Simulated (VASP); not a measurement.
# ZnS (Wurtzite-2H) (P6_3mc) in VASP: further runs, part 2 of 2

VASP 6.6.1. Earlier steps stand in the parts before.

## 6. Single point, PBE (grid = ENCUT=400 dk=0.45 cell=2x2x1 ISMEAR=0 SIGMA=0.05 LREAL=Auto EDIFF=0.0001)

INCAR

```
SYSTEM = ZnS
ALGO = Fast
EDIFF = 1E-4
ENCUT = 400
GGA = PE
ISIF = 2
ISMEAR = 0
LASPH = .TRUE.
LCHARG = .FALSE.
LREAL = Auto
LWAVE = .FALSE.
NBANDS = 80
NELM = 120
PREC = Accurate
SIGMA = 0.05
```

KPOINTS

```
k-points
0
G
  3 3 3
  0 0 0
```

POSCAR

```
ZnS
1.0
    7.6220000000      0.0000000000      0.0000000000
   -3.8110000000      6.6008456276      0.0000000000
    0.0000000000      0.0000000000      6.2340000000
Zn S
8 8
Direct
    0.3333333334      0.1666666666      0.5000000000
    0.3333333334      0.6666666666      0.5000000000
    0.8333333333      0.1666666666      0.5000000000
    0.8333333333      0.6666666666      0.5000000000
    0.1666666666      0.3333333334      0.0000000000
    0.1666666666      0.8333333333      0.0000000000
    0.6666666666      0.3333333334      0.0000000000
    0.6666666666      0.8333333333      0.0000000000
    0.3333333334      0.1666666666      0.8850000000
    0.3333333334      0.6666666666      0.8850000000
    0.8333333333      0.1666666666      0.8850000000
    0.8333333333      0.6666666666      0.8850000000
    0.1666666666      0.3333333334      0.3850000000
    0.1666666666      0.8333333333      0.3850000000
    0.6666666666      0.3333333334      0.3850000000
    0.6666666666      0.8333333333      0.3850000000
```

Potentials or basis: VASP PAW PBE potentials, release 64 (Zn, S).

Started as:

```bash
$ cat potpaw_PBE.64/Zn/POTCAR potpaw_PBE.64/S/POTCAR > POTCAR
$ mpirun -np 1 vasp_std > vasp.out
```

OUTCAR:

```text
SYSTEM = ZnS
   EDIFF = 1E-4
   ENCUT = 400
   GGA = PE
   ISIF = 2
   ISMEAR = 0
   LASPH = .TRUE.
   LREAL = Auto
   NELM = 120
   PREC = Accurate

 Found      6 irreducible k-points:

 Following reciprocal coordinates:
            Coordinates               Weight
  0.000000  0.000000  0.000000      1.000000
  0.333333  0.000000  0.000000      6.000000
  0.333333  0.333333  0.000000      2.000000
  0.000000  0.000000  0.333333      2.000000
  0.333333  0.000000  0.333333     12.000000
  0.333333  0.333333  0.333333      4.000000
   k-points           NKPTS =      6   k-points in BZ     NKDIM =      6   number of bands    NBANDS=     80
   number of dos      NEDOS =    301   number of ions     NIONS =     16
   total plane-waves  NPLWV = 105000
   dimension x,y,z NGX =    50 NGY =   50 NGZ =   42
   dimension x,y,z NGXF=   100 NGYF=  100 NGZF=   84
   ions per type =               8   8
   NGX,Y,Z   is equivalent  to a cutoff of  10.91, 10.91, 11.20 a.u.
   NGXF,Y,Z  is equivalent  to a cutoff of  21.81, 21.81, 22.40 a.u.
 SYSTEM =  ZnS
   PREC   = accura    normal or accurate (medium, high low for compatibility)
   ISTART =      0    job   : 0-new  1-cont  2-samecut
[... 66 lines left out ...]
  band No.  band energies     occupation
      1     -11.0309      2.00000
      2     -10.1077      2.00000
      3     -10.0947      2.00000
      4     -10.0947      2.00000
      5     -10.0947      2.00000
      6      -9.7730      2.00000
[... 487 lines left out ...]
     79       7.1962      0.00000
     80       7.2205      0.00000

------------------------ aborting loop because EDIFF is reached ----------------------------------------

  FORCE on cell =-STRESS in cart. coord.  units (eV):
  Direction    XX          YY          ZZ          XY          YZ          ZX
  --------------------------------------------------------------------------------------
  -------------------------------------------------------------------------------------
  Total        5.0739382      5.0739382      1.0381774      0.0000000      0.0000000      0.0000000
  in kB       25.9191312     25.9191312      5.3033078      0.0000000      0.0000000      0.0000000
  external PRESSURE =      19.0471900 kB  Pullay stress =       0.0000000 kB

 VOLUME and BASIS-vectors are now :
 -----------------------------------------------------------------------------
  energy-cutoff  :      400.00
  volume of cell :      313.64
      direct lattice vectors                 reciprocal lattice vectors
     7.622000000  0.000000000  0.000000000     0.131199160  0.075747871  0.000000000
    -3.811000000  6.600845628  0.000000000     0.000000000  0.151495741  0.000000000
     0.000000000  0.000000000  6.234000000     0.000000000  0.000000000  0.160410651

 POSITION                                       TOTAL-FORCE (eV/Angst)
 -----------------------------------------------------------------------------------
      1.90550      1.10014      3.11700        -0.000000      0.000000      0.323059
      0.00000      4.40056      3.11700         0.000000      0.000000      0.323059
      5.71650      1.10014      3.11700         0.000000      0.000000      0.323059
      3.81100      4.40056      3.11700         0.000000      0.000000      0.323059
     -0.00000      2.20028      0.00000        -0.000000      0.000000      0.323059
     -1.90550      5.50070      0.00000         0.000000     -0.000000      0.323059
[... 8 lines left out ...]
      3.81100      2.20028      2.40009        -0.000000      0.000000     -0.323059
      1.90550      5.50070      2.40009        -0.000000     -0.000000     -0.323059
 -----------------------------------------------------------------------------------
    total drift:                               -0.000004     -0.000005     -0.000217

  FREE ENERGIE OF THE ION-ELECTRON SYSTEM (eV)
  ---------------------------------------------------
  free  energy   TOTEN  =       -54.5913008481 eV

  energy  without entropy=      -54.5913008481  energy(sigma->0) =      -54.59130085
```

OSZICAR:

```text
N       E                     dE             d eps       ncg     rms          rms(c)
DAV:   1     0.122962956747E+04    0.12296E+04   -0.56213E+04   960   0.183E+03
DAV:   2     0.149841326029E+03   -0.10798E+04   -0.10509E+04   960   0.469E+02
DAV:   3    -0.453957997540E+02   -0.19524E+03   -0.18975E+03  1072   0.174E+02
DAV:   4    -0.577053575907E+02   -0.12310E+02   -0.12255E+02  1056   0.451E+01
DAV:   5    -0.580285418445E+02   -0.32318E+00   -0.32243E+00  1096   0.717E+00    0.200E+01
RMM:   6    -0.546820760397E+02    0.33465E+01   -0.11023E+01  1020   0.147E+01    0.156E+01
RMM:   7    -0.545582044735E+02    0.12387E+00   -0.59571E+00  1038   0.934E+00    0.588E+00
RMM:   8    -0.546425533084E+02   -0.84349E-01   -0.12462E+00  1061   0.467E+00    0.318E+00
RMM:   9    -0.546000365226E+02    0.42517E-01   -0.47818E-01  1029   0.375E+00    0.164E+00
RMM:  10    -0.545899866774E+02    0.10050E-01   -0.15105E-01  1047   0.227E+00    0.431E-01
RMM:  11    -0.545920094484E+02   -0.20228E-02   -0.29702E-02  1134   0.577E-01    0.538E-01
RMM:  12    -0.545912373915E+02    0.77206E-03   -0.11581E-02  1054   0.616E-01    0.205E-01
RMM:  13    -0.545912697261E+02   -0.32335E-04   -0.12095E-03  1079   0.170E-01    0.123E-01
RMM:  14    -0.545913008481E+02   -0.31122E-04   -0.32083E-04   669   0.868E-02
   1 F= -.54591301E+02 E0= -.54591301E+02  d E =-.201745E-10
```

It took 2 min on 1 thread of Intel Xeon Platinum 8488C (Sapphire Rapids), shared host; peak memory 0.34 GiB.

These settings aren't checked as converged: the numbers below hold their error.

What came out:

- Free energy: -54.5913 eV
- Pressure: 1.9 GPa
- Largest force: 0.323 eV/Å
- Band gap on the k mesh: 2.25 eV

## 7. The reference run

An earlier run on the cell as given: functional PBEsol; potentials or basis VASP PAW PBE potentials, release 64 (Zn, S); cutoff 520 eV; k mesh 8 × 8 × 5; occupations fermi-dirac, width 0.05 eV; no spin polarisation.

* Pressure: -1.1 GPa
* Largest force: 0.309 eV/Å
* Band gap on the k mesh: 2.12 eV, direct
